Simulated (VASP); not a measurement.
Level of theory: PBE GGA, VASP's PBE PAW potentials (set 64) (plane waves; VASP).

Input for VASP

INCAR:
```
ISMEAR  =  0   ! Gaussian
LWAVE  =  .False.
NSW  =  60
ALGO  =  Normal   ! blocked Davidson
SIGMA  =  0.05   ! width (eV)
LASPH  =  .True.   ! aspherical one-centre terms
LMAXMIX  =  4   ! l cut-off of mixed one-centre charges
EDIFF  =  1E-6   ! SCF stop (eV)
NELM  =  100   ! most electronic steps
ENCUT  =  480
IBRION  =  2   ! conjugate gradients
EDIFFG  =  -0.01
LREAL  =  .False.   ! projection in real space or not
ISIF  =  3   ! ions, shape and volume
LCHARG  =  .False.
SYSTEM  =  CsBr
GGA  =  PE
PREC  =  Accurate
```

File POSCAR:
```
CsBr
1
    4.3897930245    -0.0000000000    -0.0000000000
    0.0000000000     4.3897930245     0.0000000000
    0.0000000000     0.0000000000     4.3897930245
Cs Br
1 1
Direct
  0.0000000000   0.0000000000   0.0000000000
  0.5000000000   0.5000000000   0.5000000000
```

File KPOINTS:
```
Regular mesh
0
Gamma
6 6 6
```

POTCAR, in this order: Cs_sv Br (PBE.64 set). Program: vasp_std.

The resulting files:

File OSZICAR:
```
       N       E                     dE             d eps       ncg     rms          rms(c)
DAV:   1     0.982369950900E+02    0.98237E+02   -0.63465E+03   480   0.106E+03
DAV:   2     0.142910944116E+01   -0.96808E+02   -0.91070E+02   716   0.176E+02
DAV:   3    -0.622868881281E+01   -0.76578E+01   -0.76372E+01   608   0.581E+01
DAV:   4    -0.630707441435E+01   -0.78386E-01   -0.78368E-01   528   0.701E+00
DAV:   5    -0.630776196442E+01   -0.68755E-03   -0.68747E-03   608   0.635E-01    0.180E+00
DAV:   6    -0.606182783605E+01    0.24593E+00   -0.37437E-01   544   0.305E+00    0.110E+00
DAV:   7    -0.602084872786E+01    0.40979E-01   -0.18521E-01   584   0.219E+00    0.593E-01
DAV:   8    -0.602376706891E+01   -0.29183E-02   -0.13202E-02   548   0.808E-01    0.966E-02
DAV:   9    -0.602423556047E+01   -0.46849E-03   -0.23993E-03   572   0.299E-01    0.802E-02
DAV:  10    -0.602428671107E+01   -0.51151E-04   -0.16526E-04   536   0.104E-01    0.117E-02
DAV:  11    -0.602429270242E+01   -0.59914E-05   -0.34228E-05   588   0.364E-02    0.474E-03
DAV:  12    -0.602429266529E+01    0.37133E-07   -0.74606E-06   576   0.170E-02
   1 F= -.60242927E+01 E0= -.60242927E+01  d E =-.602429E+01
```

OUTCAR:
```
------------------------ aborting loop because EDIFF is reached ----------------------------------------
  FORCE on cell =-STRESS in cart. coord.  units (eV):
  Direction    XX          YY          ZZ          XY          YZ          ZX
  --------------------------------------------------------------------------------------
  Total        0.0140336      0.0140336      0.0140336      0.0000000      0.0000000      0.0000000
  in kB        0.2657952      0.2657952      0.2657952      0.0000000      0.0000000      0.0000000
  external PRESSURE =       0.2657952 kB  Pullay stress =       0.0000000 kB
  volume of cell :       84.59
      direct lattice vectors                 reciprocal lattice vectors
     4.389793025  0.000000000  0.000000000     0.227801173  0.000000000  0.000000000
     0.000000000  4.389793025  0.000000000     0.000000000  0.227801173  0.000000000
     0.000000000  0.000000000  4.389793025     0.000000000  0.000000000  0.227801173
 POSITION                                       TOTAL-FORCE (eV/Angst)
 -----------------------------------------------------------------------------------
      0.00000      0.00000      0.00000         0.000000      0.000000      0.000000
      2.19490      2.19490      2.19490         0.000000      0.000000      0.000000
 -----------------------------------------------------------------------------------
    total drift:                                0.000000      0.000000     -0.000000
  FREE ENERGIE OF THE ION-ELECTRON SYSTEM (eV)
  ---------------------------------------------------
  free  energy   TOTEN  =        -6.0242926653 eV

  energy  without entropy=       -6.0242926653  energy(sigma->0) =       -6.02429267

 reached required accuracy - stopping structural energy minimisation
```
(Selected blocks of OUTCAR.)

### OUTCAR
```
 val. band max:       -0.6279572620   @ k =   0.5000   0.5000   0.0000

 cond. band min:       3.6143247801   @ k =   0.0000   0.0000   0.0000


 Fermi energy:        -0.3262873442

 k-point     1 :       0.0000    0.0000    0.0000
  band No.  band energies     occupation
      1     -20.5262      2.00000
      2     -12.9208      2.00000
      3      -7.1472      2.00000
      4      -7.1472      2.00000
      5      -7.1472      2.00000
      6      -0.6516      2.00000
      7      -0.6516      2.00000
      8      -0.6516      2.00000
      9       3.6143      0.00000
     10       4.3376      0.00000
     11       4.3376      0.00000
     12       8.2529      0.00000

 k-point     2 :       0.1667    0.0000    0.0000
  band No.  band energies     occupation
      1     -20.5165      2.00000
      2     -12.9212      2.00000
      3      -7.2375      2.00000
      4      -7.1275      2.00000
      5      -7.1275      2.00000
      6      -1.0121      2.00000
      7      -0.6897      2.00000
      8      -0.6897      2.00000
      9       4.2172      0.00000
     10       4.5029      0.00000
     11       4.8805      0.00000
     12       8.1088      0.00000

 k-point     3 :       0.3333    0.0000    0.0000
  band No.  band energies     occupation
      1     -20.4969      2.00000
      2     -12.9231      2.00000
      3      -7.4044      2.00000
      4      -7.0873      2.00000
      5      -7.0873      2.00000
      6      -1.5820      2.00000
      7      -0.7685      2.00000
      8      -0.7685      2.00000
      9       4.9359      0.00000
     10       5.4865      0.00000
     11       6.0900      0.00000
     12       7.9662      0.00000

 k-point     4 :       0.5000    0.0000    0.0000
  band No.  band energies     occupation
      1     -20.4871      2.00000
      2     -12.9245      2.00000
      3      -7.4815      2.00000
      4      -7.0668      2.00000
      5      -7.0668      2.00000
      6      -1.8219      2.00000
...
```

Unless said otherwise, spin-orbit coupling is left out, though it shifts the bands of the heavy elements here.

The compound is CsBr in the CsCl type structure. It was relaxed first, which changed the volume by +7 %. The start is the result of an earlier pass.
